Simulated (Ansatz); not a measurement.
# NaCl: the cost of one run

Computed with Ansatz 0.2.0 (DFT PBE, scalar-relativistic, plane waves, PAW, unless a step names another level, unless a step's input says otherwise).

1 further run of the same task is left out (set aside as unsound or not needed).

## Step 1: The structure to begin with

It takes space group I4_1md (No. 109, tetragonal). The conventional cell has a = 3.704 Å, b = 3.704 Å, c = 13.641 Å, α = 90.00°, β = 90.00°, γ = 90.00°. Around Na (site symmetry 2mm) lie 6 Cl at 2.87 to 2.90 Å. Cl (site symmetry 2mm) is surrounded by 6 Na at 2.87 to 2.90 Å.

As a file:

```
Na Cl
1.0
    -1.85187    1.85187    6.82071
     1.85187   -1.85187    6.82071
     1.85187    1.85187   -6.82071
Na Cl
2 2
Direct
  0.29337 0.29337 0.00000
  0.04337 0.54337 0.50000
  0.45663 0.95663 0.50000
  0.70663 0.70663 0.00000
```

The cell was relaxed beforehand at this level, from a generated guess; it needn't be the stable form of this composition. At a tolerance of 0.02 Å it has space group I4_1md (No. 109); it has 23.39 Å³/atom, an uncorrected energy of -1.77 eV/atom over the elements.

## Step 2: Electronic structure at the relaxed geometry

File input.yaml:

```yaml
crystal:
  lattice:
    - [-1.8518734821, 1.8518734821, 6.8207074803]
    - [1.8518734821, -1.8518734821, 6.8207074803]
    - [1.8518734821, 1.8518734821, -6.8207074803]
  atoms:
    - { symbol: Na, position: [0.293368063, 0.293368063, 0.0] }
    - { symbol: Na, position: [0.043368063, 0.543368063, 0.5] }
    - { symbol: Cl, position: [0.456631937, 0.956631937, 0.5] }
    - { symbol: Cl, position: [0.706631937, 0.706631937, 0.0] }
basis:
  ecutwfc: 420
kpoints:
  mp_grid: { grid: [8, 8, 8] }
  band_path:
    path:
      - [[0.0, 0.0, 0.0], [0.0, 0.0, 0.5], [0.25, 0.25, 0.25], [0.0, 0.5, 0.0], [0.0, 0.0, 0.0], [0.5, 0.5, -0.5], [0.26842909, 0.73157091, -0.26842909]]
      - [[-0.26842909, 0.26842909, 0.26842909], [0.0, 0.0, 0.0]]
      - [[0.0, 0.0, 0.5], [-0.03685817, 0.03685817, 0.5]]
      - [[0.5, 0.5, -0.03685817], [0.5, 0.5, -0.5]]
    npoints: 14
hamiltonian:
  xc: pbe
scf:
  occupations: { method: gaussian, width: 0.02 }
  n_extra_bands: 10
output:
  forces: true
  stress: true
  eigenvalues: true
  populations: true
  dos: { projected: true, de: 0.02, nscf_kmesh: { grid: [12, 12, 12] } }
  bader: true
  write_density: true
  write_potential: true
  elf: true
  volumetric_format: npy
```

Run with:

```bash
> ansatz run input.yaml --threads 1 --pin off --max-ram 2560MiB --backend cpu --events-out ev --progress --plain --runs-dir out
```

**Question.** How long does this run take on 1 thread of Arm Neoverse V1, shared host, and how much memory does it need?

About 85 s, with a peak of 0.47 GiB.
